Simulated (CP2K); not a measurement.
Band structure of RuO₂ (P4_2/mnm, 6 atoms in the cell).

```
CELL_PARAMETERS angstrom
      4.43274     0.00000     0.00000
      0.00000     4.43274     0.00000
      0.00000     0.00000     3.07680
ATOMIC_POSITIONS crystal
  Ru 0.50000 0.50000 0.50000
  Ru 0.00000 0.00000 0.00000
  O  0.80544 0.19456 0.50000
  O  0.19456 0.80544 0.50000
  O  0.30544 0.30544 0.00000
  O  0.69456 0.69456 0.00000
```

Computed with PBE, GPW, DZVP-MOLOPT-SR-GTH basis, GTH-PBE potentials (GTH_POTENTIALS) run with CP2K.

Settings: CUTOFF = 500 Ry; REL_CUTOFF = 50 Ry; SMEAR/METHOD = GAUSSIAN; SIGMA = 0.1 eV; KPOINTS/SCHEME = MONKHORST-PACK 6 6 9; GAMMA_CENTERED = T; XC_FUNCTIONAL = PBE; Ru/BASIS_SET = DZVP-MOLOPT-SR-GTH-q16; Ru/POTENTIAL = GTH-PBE-q16; O/BASIS_SET = DZVP-MOLOPT-SR-GTH-q6; O/POTENTIAL = GTH-PBE-q6; METHOD = GPW; EPS_DEFAULT = 1e-10; EXTRAPOLATION = USE_GUESS.

The starting cell comes from a database of computed structures (which also holds hypothetical and non-ambient phases and stackings), without a prior relaxation at this level. Its lattice was rescaled by a random factor within 2.5 % of one. Spin polarisation is off. Values carry the incompleteness of an atom-centred basis.

Levels in eV from the Fermi level, bands 25 to 30:
| point | 25 | 26 | 27 | 28 | 29 | 30 |
|---|---|---|---|---|---|---|
| Γ | -1.62 | -1.49 | -1.44 | -1.43 | -0.90 | 1.74 |
| X | -0.49 | -0.49 | -0.32 | -0.32 | 0.42 | 0.42 |
| M | -1.47 | -1.47 | -1.39 | -1.39 | 0.90 | 0.90 |
| Z | -0.65 | -0.65 | 0.02 | 0.02 | 0.93 | 0.93 |
| R | -1.79 | -1.79 | -0.58 | -0.58 | 1.21 | 1.21 |
| A | -0.57 | -0.57 | -0.50 | -0.50 | 0.23 | 0.23 |

Bands cross the Fermi level along this path, so the cell is metallic at this level.

Higher empty bands are left out: an atom-centred basis made for the valence describes them poorly.
